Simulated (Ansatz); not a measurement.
Consider the following.

ZrO2 (tetragonal-ZrO2 type, space group P4_2/nmc)

```yaml
crystal:
  lattice:
    - [3.60134, 0.00000, 0.00000]
    - [0.00000, 3.60134, 0.00000]
    - [0.00000, 0.00000, 5.22807]
  atoms:
    - { symbol: Zr, position: [0.00000, 0.00000, 0.00000] }
    - { symbol: Zr, position: [0.50000, 0.50000, 0.50000] }
    - { symbol: O, position: [0.00000, 0.50000, 0.19679] }
    - { symbol: O, position: [0.00000, 0.50000, 0.69679] }
    - { symbol: O, position: [0.50000, 0.00000, 0.30321] }
    - { symbol: O, position: [0.50000, 0.00000, 0.80321] }
```

Two-dimensional scan of atom 6 (O, nearest neighbour Zr at 2.074 Å; its periodic images, 3.6 Å or more away, move with it): u runs along (0.707, 0.707, 0.000), v along (0.000, 0.000, 1.000) (Cartesian). Cell and other atoms are fixed.

All values below come from r2SCAN (plane waves to 500 eV, PAW, scalar-relativistic; Ansatz, a program for electronic structure). k mesh 7×7×5 (Γ-centred), Fermi-Dirac smearing 0.05 eV. The energy includes the smearing's −TS. Points where atoms come too close for the PAW data are left out (x in tables, blank in figures). This is a high-temperature form of ZrO2. ZrO2 is run without spin polarisation. ZrO2 was relaxed with its symmetry unable to fall. The zero of ΔE is the undisplaced structure. Axes are in Å.

The scan covers u from -0.310 to 0.310 Å in 7 points and v from -0.310 to 0.310 Å in 7 points.

Task: In which direction of the plane is the atom held most weakly?

Result: Along u.

Task: Is the undisplaced position a minimum, a maximum or a saddle of this map?

Result: A minimum.

Task: What are the two principal curvatures of the energy at the centre?

Result: 11.4 and 13.5 eV/Å².

(For displaced atoms, the force is minus the slope of the energy, and its curvature is a force constant, which sets phonon frequencies.)
